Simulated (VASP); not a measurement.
**BeTe in VASP 6.6.1, single-point calculation**

INCAR

```
LCHARG = .FALSE.
LWAVE = .FALSE.
NELM = 86
MAGMOM = 1
NSW = 0
LREAL = .FALSE.
ISPIN = 2
LASPH = .TRUE.
ISIF = 2
ISMEAR = -1
IBRION = -1
GGA = PE
NBANDS = 11
EDIFF = 1E-7
ENCUT = 520
PREC = Accurate
SIGMA = 0.02
```

KPOINTS

```
KPOINTS created by Atomic Simulation Environment
0
Gamma
8 8 8
0 0 0
```

POSCAR

```
Be Te
 1.0000000000000000
     0.0000000000000000    2.8286236254544539    2.8286236254544539
     2.8286236254544539    0.0000000000000000    2.8286236254544539
     2.8286236254544539    2.8286236254544539    0.0000000000000000
 Be  Te
   1   1
Cartesian
  0.0000000000000000  0.0000000000000000 -0.0000000000000000
  1.4143118127272269  1.4143118127272269  1.4143118127272269
```

The recommended PBE PAW datasets give the neutral cell 8 valence electrons.

Command

```
mpirun -np 1 vasp_std
```

Standard output (part)

```
POSCAR found type information on POSCAR BeTe
 POSCAR found :  2 types and       2 ions
|     EEEEEEE  RRRRRR   RRRRRR   OOOOOOO  RRRRRR      ###     ###     ###     |
|     E        R     R  R     R  O     O  R     R     ###     ###     ###     |
|     E        R     R  R     R  O     O  R     R     ###     ###     ###     |
|     EEEEE    RRRRRR   RRRRRR   O     O  RRRRRR       #       #       #      |
|     E        R    R   R    R   O     O  R    R      ###     ###     ###     |
|     EEEEEEE  R     R  R     R  OOOOOOO  R     R     ###     ###     ###     |
|     ERROR: You have set 1 value(s) for MAGMOM; however for                  |
|     spin-polarized calculations (ISPIN=2), MAGMOM has to be a list of       |
|     NIONS values. NIONS=2 in your calculation.                              |
|       ---->  I REFUSE TO CONTINUE WITH THIS SICK JOB ... BYE!!! <----       |
```

VASP stopped before the first electronic step.

The fault: too few starting moments.

The run took about 0.8 s on one core of a shared host (Intel Xeon Platinum 8488C).
